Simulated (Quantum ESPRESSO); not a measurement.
The system is Gd.

```xyz
1
Lattice="0.0000 2.5858 2.5858 2.5858 0.0000 2.5858 2.5858 2.5858 0.0000" Properties=species:S:1:pos:R:3 pbc="T T T"
Gd    0.0000    0.0000    0.0000
```

This isn't the form of Gd at room conditions, which is hcp.

```yaml
Program: Quantum ESPRESSO 7.5
Task: single point
Functional: PBE
Potentials_or_basis: SSSP 1.3 efficiency PBE
Cutoff: 748 eV
Density_cutoff: 5987 eV
k_mesh: 9 × 9 × 9
Occupations: fermi-dirac, width 0.05 eV
Spin: collinear spin, ferromagnetic start
Starting_moments: "[7.0] μB"
```

On this cell: pressure -1.4 GPa; net moment 7.61 μB per cell; site moments Gd +7.35 μB; band gap on the k mesh none (metal or under the smearing width).

The same run follows on a disturbed copy (cell strained at random at fixed volume):

```
Gd
1.0
    -0.00885    2.53625    2.57003
     2.55559   -0.02978    2.59096
     2.58316    2.58475   -0.05735
Gd
1
Cartesian
  0.0105 0.0277 -0.0501
```

Question: What does the disturbed cell give?

Answer: The energy (extrapolated to zero smearing) moves by +3.2 meV/atom; pressure -1.4 GPa; net moment 7.60 μB per cell; site moments Gd +7.33 μB; band gap on the k mesh none (metal or under the smearing width).

Stress tensor (GPa, compression positive):
```
-1.32 -0.17  0.32
-0.17 -1.27  0.71
 0.32  0.71 -1.57
```

Caveats: spin-orbit coupling is left out, which moves the levels of the heavy elements.
